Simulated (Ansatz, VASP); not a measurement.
# Si in VASP and in Ansatz

Contents of INCAR:

```
SYSTEM = Si
PREC = Accurate ; ENCUT = 520
EDIFF = 1E-6 ; ISMEAR = 0
SIGMA = 0.05 ; LREAL = .False.
LASPH = .True. ; NELM = 80
ALGO = Normal ; ISIF = 2
LWAVE = .False. ; LCHARG = .False.
NBANDS = 11
```

File KPOINTS:

```
regular mesh
0
Gamma
  10 10 10
  0 0 0
```

Contents of POSCAR:

```
Si
1.0
    0.0339433750      2.7154700000      2.7154700000
    2.7494133750      0.0000000000      2.7494133750
    2.7154700000      2.7154700000      0.0339433750
Si
2
Direct
    0.5000000000      0.5000000000      0.5000000000
    0.7500000000      0.7500000000      0.7500000000
```

Input for Ansatz:

```yaml
crystal:
  lattice:
    - [0.033943375, 2.71547, 2.71547]
    - [2.749413375, 0.0, 2.749413375]
    - [2.71547, 2.71547, 0.033943375]
  atoms:
    - { symbol: Si, position: [0.5, 0.5, 0.5] }
    - { symbol: Si, position: [0.75, 0.75, 0.75] }
basis:
  ecutwfc: 420
kpoints:
  mp_grid: { grid: [10, 10, 10] }
hamiltonian:
  xc: lda
scf:
  occupations: { method: gaussian, width: 0.05 }
output:
  forces: true
  stress: true
  eigenvalues: true
```

Change from the starting cell: strain +0.0250 x Voigt [0, 0, 0, 0, 1, 0], atoms carried along.

Alike in both runs: task single point; functional LDA; k mesh 10 × 10 × 10; occupations gaussian, width 0.05 eV; no spin polarisation.

```csv
,VASP,Ansatz
version,VASP 6.6.1,Ansatz 0.2.0
potentials or method,"VASP PAW LDA potentials, release 64 (Si)","scalar-relativistic, plane waves, PAW"
plane-wave cutoff (eV),520,420
valence electrons in the cell,8,8
```

```tsv
	VASP	Ansatz	Ansatz less VASP
gap on the k mesh at the Fermi level (eV)	0.43	0.43	+0.003
least direct gap on the mesh (eV)	2.30	2.31	+0.003
pressure (GPa)	-1.4	-1.4	-0.04
largest component of the traceless stress (GPa)	2.53	2.51	-0.019
rms of the force components (eV/Å)	0.134	0.134	-0.0003
```

Atom by atom the forces differ by 0.000 eV/Å (rms over components).
